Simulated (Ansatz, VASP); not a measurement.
**One calculation of CdS, two programs**

```
Cd S
1.0
     0.00000    2.90318    2.90318
     2.90318    0.00000    2.90318
     2.90318    2.90318    0.00000
Cd S
1 1
Cartesian
  0.0000 0.0000 0.0000
  4.3548 4.3548 4.3548
```

Change from the starting cell: volume scaled by 0.96.

Alike in both runs: task single point; functional PBEsol; k mesh 7 × 7 × 7; occupations fermi-dirac, width 0.02 eV; no spin polarisation.

|  | VASP | Ansatz |
| --- | --- | --- |
| version | VASP 6.6.1 | Ansatz 0.2.0 |
| potentials or method | VASP PAW PBE potentials, release 64 (Cd, S), cutoff 520 eV | all-electron LAPW, scalar-relativistic |

```csv
,VASP,Ansatz,Ansatz less VASP
gap on the k mesh at the Fermi level (eV),1.04,1.03,-0.005
pressure (GPa),1.0,0.6,-0.39
```

Ansatz ran all-electron here, so the differences hold the error of VASP's frozen core and of both bases.

Caveats: the PAW data sets were made with another functional, which shifts forces and pressure a little (VASP).
